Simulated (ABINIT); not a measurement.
**SnO2: equation of state with LDA**

The system is SnO2.

```
CELL_PARAMETERS angstrom
0.00000 2.57415 2.57415
2.57415 0.00000 2.57415
2.57415 2.57415 0.00000
ATOMIC_POSITIONS crystal
Sn 0.00000 0.00000 0.00000
O 0.75000 0.75000 0.75000
O 0.25000 0.25000 0.25000
```

Measurements of this composition are mostly on another form, of space group No. 136.

| Property | Result |
| --- | --- |
| Program | ABINIT 10.8.3 (patched build) |
| Task | equation of state |
| Functional | LDA |
| Potentials or basis | JTH PAW LDA v2.0 |
| Cutoff | 626 eV |
| k mesh | 9 × 9 × 9 |
| Occupations | fermi-dirac, width 0.05 eV |
| Spin | no spin polarisation |
| Fine-grid cutoff | 1224.51 eV |

| Quantity | Value |
| --- | --- |
| Equilibrium volume | 10.64 Å³/atom (rough: see the caveat) |
| Bulk modulus | 222 GPa (rough) |

Energy against volume, from the lowest point:
```tsv
volume (Å³/atom)	energy (meV/atom)
10.689	0.00
10.916	4.75
11.144	15.26
11.371	30.97
11.599	51.27
11.826	75.64
12.054	103.55
```

Wall time 2 min on 1 thread of Arm Neoverse V2, with other jobs on the host, peak memory 0.13 GiB.

Caveat: pressures at fixed basis lie under the slope of the energies; the minimum lies outside the volumes run.
